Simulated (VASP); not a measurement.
Input:

```xyz
2
Lattice="0.0000 3.1160 3.1160 3.1160 0.0000 3.1160 3.1160 3.1160 0.0000" Properties=species:S:1:pos:R:3 pbc="T T T"
Al     0.0000     0.0000     0.0000
Sb     1.5580     1.5580     1.5580
```

Method: PBE GGA, VASP's PBE PAW potentials (set 64) (plane waves; VASP). Numerical set-up: 520 eV cut-off, Gaussian smearing of 0.050 eV, potentials Al Sb.

Unless said otherwise, spin-orbit coupling is left out, though it shifts the bands of the heavy elements here.

Problem. Predict the band gap (along the path) with the smallest direct gap where there is one.

Solution. 
```json
{
 "band gap (along the path)": "1.22 eV",
 "smallest direct gap (along the path)": "1.26 eV"
}
```

Total energies compare only between runs with the same potentials, cut-off and functional.

The compound is AlSb in the zinc blende structure. It was relaxed first.
